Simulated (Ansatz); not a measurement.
# AlCo3: a scan of the volume

This session on AlCo3 sets out to follow energy and moments against volume.

Program: Ansatz 0.2.0. Level of theory: DFT r2SCAN, scalar-relativistic, plane waves, PAW. These are calculated values, not measurements.

5 further runs of the same task are left out: 4 that didn't finish, 1 set aside as unsound or not needed. Runs told in other sessions of the task aren't counted.

## 1. Starting point

The structure is cubic, space group Pm-3m (No. 221). Conventional cell: a = 3.575 Å, b = 3.575 Å, c = 3.575 Å, α = 90.00°, β = 90.00°, γ = 90.00°. Around Al (site symmetry m-3m) lie 12 Co at 2.53 Å. Around Co (site symmetry 4/mmm) lie 4 Al at 2.53 Å and 8 Co at 2.53 Å.

As a file:

```cif
data_structure
_symmetry_space_group_name_H-M 'Pm-3m'
_symmetry_Int_Tables_number 221
_cell_length_a 3.5749
_cell_length_b 3.5749
_cell_length_c 3.5749
_cell_angle_alpha 90.000
_cell_angle_beta 90.000
_cell_angle_gamma 90.000
_cell_volume 45.69
loop_
_atom_site_label
_atom_site_type_symbol
_atom_site_symmetry_multiplicity
_atom_site_Wyckoff_symbol
_atom_site_fract_x
_atom_site_fract_y
_atom_site_fract_z
_atom_site_occupancy
Al1 Al 1 a 0.00000 0.00000 0.00000 1
Co1 Co 3 c 0.50000 0.50000 0.00000 1
```

The structure comes from the Materials Project (structure only); it is used as listed.

## 2. The base input

input.yaml

```yaml
crystal:
  lattice:
    - [3.574948, 0.0, 0.0]
    - [0.0, 3.574948, 0.0]
    - [0.0, 0.0, 3.574948]
  atoms:
    - { symbol: Al, position: [0.0, 0.0, 0.0] }
    - { symbol: Co, position: [0.5, 0.5, 0.0], spin: 1.81 }
    - { symbol: Co, position: [0.5, 0.0, 0.5], spin: 1.81 }
    - { symbol: Co, position: [0.0, 0.5, 0.5], spin: 1.81 }
basis:
  ecutwfc: 500
kpoints:
  mp_grid: { grid: [12, 12, 12] }
hamiltonian:
  xc: r2scan
scf:
  occupations: { method: gaussian, width: 0.1 }
output:
  forces: true
  stress: true
  eigenvalues: true
  populations: true
  write_density: true
  write_potential: true
  elf: true
  volumetric_format: npy
magnetization:
  spin_polarized: true
```

It was run beforehand and gave: -3983.9308 eV/atom at zero smearing, pressure 1.50 GPa, largest force 0.000 eV/Å, no gap on the mesh, site moments Al -0.06, Co +1.60 (×3) μB, in 21 SCF cycles and 1.7 min.

## 3. V/V0 = 0.8, start: ferromagnetic

input.yaml

```yaml
crystal:
  lattice:
    - [3.3186877435, 0.0, 0.0]
    - [0.0, 3.3186877435, 0.0]
    - [0.0, 0.0, 3.3186877435]
  atoms:
    - { symbol: Al, position: [0.0, 0.0, 0.0] }
    - { symbol: Co, position: [0.5, 0.5, 0.0], spin: 3.0 }
    - { symbol: Co, position: [0.5, 0.0, 0.5], spin: 3.0 }
    - { symbol: Co, position: [0.0, 0.5, 0.5], spin: 3.0 }
basis:
  ecutwfc: 500
kpoints:
  mp_grid: { grid: [12, 12, 12] }
hamiltonian:
  xc: r2scan
scf:
  occupations: { method: gaussian, width: 0.1 }
  lower_state_search: "off"
output:
  forces: true
  stress: true
  eigenvalues: true
  populations: true
  write_density: true
  write_potential: true
  elf: true
  volumetric_format: npy
magnetization:
  spin_polarized: true
```

Started as:

```
> ansatz run input.yaml --threads 1 --pin off --max-ram 2560MiB --backend cpu --events-out ev --progress --plain --runs-dir out
```

## 4. V/V0 = 0.86, start: ferromagnetic

input.yaml, as its differences from that of step 3:

```diff
@@ -2,5 +2,5 @@
   lattice:
-    - [3.3186877435, 0.0, 0.0]
-    - [0.0, 3.3186877435, 0.0]
-    - [0.0, 0.0, 3.3186877435]
+    - [3.3996630848, 0.0, 0.0]
+    - [0.0, 3.3996630848, 0.0]
+    - [0.0, 0.0, 3.3996630848]
   atoms:
@@ -24,6 +24,2 @@
   populations: true
-  write_density: true
-  write_potential: true
-  elf: true
-  volumetric_format: npy
 magnetization:
```

## 5. V/V0 = 1.04, start: ferromagnetic

input.yaml, as its differences from that of step 4:

```diff
@@ -2,5 +2,5 @@
   lattice:
-    - [3.3996630848, 0.0, 0.0]
-    - [0.0, 3.3996630848, 0.0]
-    - [0.0, 0.0, 3.3996630848]
+    - [3.6219921844, 0.0, 0.0]
+    - [0.0, 3.6219921844, 0.0]
+    - [0.0, 0.0, 3.6219921844]
   atoms:
@@ -24,2 +24,6 @@
   populations: true
+  write_density: true
+  write_potential: true
+  elf: true
+  volumetric_format: npy
 magnetization:
```

## 6. V/V0 = 1.1, start: ferromagnetic

input.yaml, as its differences from that of step 5:

```diff
@@ -2,5 +2,5 @@
   lattice:
-    - [3.6219921844, 0.0, 0.0]
-    - [0.0, 3.6219921844, 0.0]
-    - [0.0, 0.0, 3.6219921844]
+    - [3.6903477342, 0.0, 0.0]
+    - [0.0, 3.6903477342, 0.0]
+    - [0.0, 0.0, 3.6903477342]
   atoms:
```

## 7. V/V0 = 1.18, start: ferromagnetic

input.yaml, as its differences from that of step 6:

```diff
@@ -2,5 +2,5 @@
   lattice:
-    - [3.6903477342, 0.0, 0.0]
-    - [0.0, 3.6903477342, 0.0]
-    - [0.0, 0.0, 3.6903477342]
+    - [3.7777255043, 0.0, 0.0]
+    - [0.0, 3.7777255043, 0.0]
+    - [0.0, 0.0, 3.7777255043]
   atoms:
@@ -24,6 +24,2 @@
   populations: true
-  write_density: true
-  write_potential: true
-  elf: true
-  volumetric_format: npy
 magnetization:
```

(Steps that only read results are left out.)

**Question.** What does this series show? Wanted: lowest point, start “ferromagnetic”.

As calculated:

```
                           quantity        value
lowest point, start “ferromagnetic”  V/V0 = 1.00
```

What this shows: For the start “ferromagnetic” the lowest point lies at V/V0 = 1.00. The pressure passes through zero near V/V0 = 0.990, about 11.31 Å³/atom. The largest site moment goes from 1.37 μB at the smallest volume to 1.92 μB at the largest, growing as the bands narrow. The magnetic state reached may not be the lowest one.
